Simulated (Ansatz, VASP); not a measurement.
Two plane-wave programs on TePb

POSCAR

```
TePb
1.0
    0.0000000000      3.2310000000      3.2310000000
    3.2310000000      0.0000000000      3.2310000000
    3.2310000000      3.2310000000      0.0000000000
Pb Te
1 1
Direct
    0.0000000000      0.0000000000      0.0000000000
    0.5000000000      0.5000000000      0.5000000000
```

Contents of INCAR.step1:

```
PREC     = Accurate       # precision mode
ENCUT    = 600            # plane-wave cutoff, eV
EDIFF    = 1E-5           # SCF threshold, eV
ISMEAR   = -1             # smearing method
SIGMA    = 0.05           # smearing width, eV
LREAL    = False          # projectors in reciprocal space
LASPH    = True           # aspherical terms in the spheres
NELM     = 80             # most SCF steps
ALGO     = Normal         # electronic algorithm
LWAVE    = True           # write WAVECAR
LCHARG   = False          # write CHGCAR
GGA      = PE             # functional
```

Contents of INCAR.step2:

```
PREC     = Accurate       # precision mode
ENCUT    = 600            # plane-wave cutoff, eV
EDIFF    = 1E-6           # SCF threshold, eV
ISMEAR   = -1             # smearing method
SIGMA    = 0.05           # smearing width, eV
LREAL    = False          # projectors in reciprocal space
LASPH    = True           # aspherical terms in the spheres
NELM     = 80             # most SCF steps
ALGO     = Normal         # electronic algorithm
ISIF     = 3              # what is computed and relaxed
LWAVE    = False          # write WAVECAR
LCHARG   = False          # write CHGCAR
GGA      = B3             # functional
LHFCALC  = True           # exact exchange
AEXX     = 0.2            # exact-exchange fraction
AGGAX    = 0.72         
AGGAC    = 0.81         
ALDAC    = 0.19         
PRECFOCK = Fast         
HFRCUT   = -1           
IBRION   = 2              # ionic algorithm
NSW      = 60             # ionic steps
EDIFFG   = -0.02          # ionic threshold
ISTART   = 1
```

File KPOINTS:

```
Automatic mesh
0
Gamma
  4 4 4
```

File input.yaml:

```yaml
crystal:
  lattice:
    - [0.0, 3.231, 3.231]
    - [3.231, 0.0, 3.231]
    - [3.231, 3.231, 0.0]
  atoms:
    - { symbol: Pb, position: [0.0, 0.0, 0.0] }
    - { symbol: Te, position: [0.5, 0.5, 0.5] }
hamiltonian:
  xc: b3lyp
  pseudopotentials: { kind: paw }
kpoints:
  mp_grid: { grid: [4, 4, 4] }
scf:
  occupations: { method: fermi_dirac, width: 0.05 }
output:
  forces: true
  stress: true
relax:
  f_tol: 0.01
  max_steps: 40
  cell: { stress_tol: 0.05 }
```

Alike in both runs: task relaxation of cell and atoms; functional B3LYP; k mesh 4 × 4 × 4; occupations fermi-dirac, width 0.05 eV; no spin polarisation.

|  | VASP | Ansatz |
| --- | --- | --- |
| version | VASP 6.6.1 | Ansatz 0.2.0 |
| potentials or method | VASP PAW PBE potentials, release 64 (Pb_d, Te) | Ansatz PAW |
| plane-wave cutoff (eV) | 600 | 420 |
| valence electrons in the cell | 20 | 30 |

Ansatz gave:

```
gap on the k mesh at the Fermi level, each at its own relaxed structure (eV) : 1.78
relaxed volume (Å³/atom)                                                     : 36.99
relaxed cell length with the largest relative difference (Å)                 : 4.712
energy change over the relaxation (meV/atom)                                 : -39
```

Problem. What did VASP give for the same quantities?

Solution. gap on the k mesh at the Fermi level, each at its own relaxed structure (eV): 1.72; relaxed volume (Å³/atom): 36.95; relaxed cell length with the largest relative difference (Å): 4.710; energy change over the relaxation (meV/atom): -38.

The two sets of potentials don't hold the same shells in valence.

Caveats: the k mesh is coarse (spacing up to 0.42 Å⁻¹), so the values aren't converged, least of all with exact exchange; spin-orbit coupling is left out, which as a rule narrows the gap of such compounds by several tenths of an eV; the PAW data sets were made with another functional, which shifts forces and pressure a little (VASP); the plane-wave basis is chosen anew once the cell has moved, so the energies of steps on either side of that aren't comparable (Ansatz); the PAW data sets come from PBE, with cores solved anew for the run's functional, which leaves a small shift of forces and pressure (Ansatz). A k mesh can miss the band edges. Zero-point motion and thermal expansion aren't in these numbers.
